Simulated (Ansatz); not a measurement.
MnAs in Ansatz: the effect of fixed moment

Crystal: MnAs.

```
As Mn
1.0
     3.71000    0.00000    0.00000
    -1.85500    3.21295    0.00000
     0.00000    0.00000    5.69100
As Mn
2 2
Cartesian
  1.8550 1.0710 4.2683
  0.0000 2.1420 1.4227
  0.0000 0.0000 2.8455
  0.0000 0.0000 0.0000
```

Alike in all runs:

| Item | Value |
| --- | --- |
| Program | Ansatz 0.2.0 |
| Task | single point |
| Functional | PBEsol |
| Potentials or basis | Ansatz PAW |
| Cutoff | 420 eV (not typed: the program's choice for these potentials) |
| k mesh | 7 × 7 × 4 |
| Occupations | fermi-dirac, width 0.05 eV |

One run gave: energy over the lowest run 381.5 meV/atom; pressure -24.3 GPa. Which fixed moment did it use?
A. 2
B. 12
C. 16
D. 0
E. 8

D.

| fixed moment | spin | starting moments | energy over the lowest run (meV/atom) | pressure (GPa) |
| --- | --- | --- | --- | --- |
| 0 | collinear spin, program default start | - | 381.5 | -24.3 |
| 2 | collinear spin, ferromagnetic start | [0.0, 0.0, 1.0, 1.0] μB | 288.0 | -22.7 |
| 4 | collinear spin, ferromagnetic start | [0.0, 0.0, 2.0, 2.0] μB | 115.2 | -18.4 |
| 6 | collinear spin, ferromagnetic start | [0.0, 0.0, 3.0, 3.0] μB | 0.0 | -10.0 |
| 8 | collinear spin, ferromagnetic start | [0.0, 0.0, 4.0, 4.0] μB | 141.2 | 1.4 |
| 10 | collinear spin, ferromagnetic start | [0.0, 0.0, 5.0, 5.0] μB | 780.6 | 14.0 |
| 12 | collinear spin, ferromagnetic start | [0.0, 0.0, 6.0, 6.0] μB | 1667.9 | 28.2 |
| 16 | collinear spin, ferromagnetic start | [0.0, 0.0, 8.0, 8.0] μB | 4968.7 | 61.4 |

Caveats: the total moment is fixed, so each spin has its own Fermi level; the PAW data sets come from PBE, with cores solved anew for the run's functional, which leaves a small shift of forces and pressure; the thresholds are loose for stress; a pressure of tens of GPa on the cell as given is suspect, and the run, the potentials or the cell itself is likely at fault (some runs).

Runs at the PBE level aren't shown here.
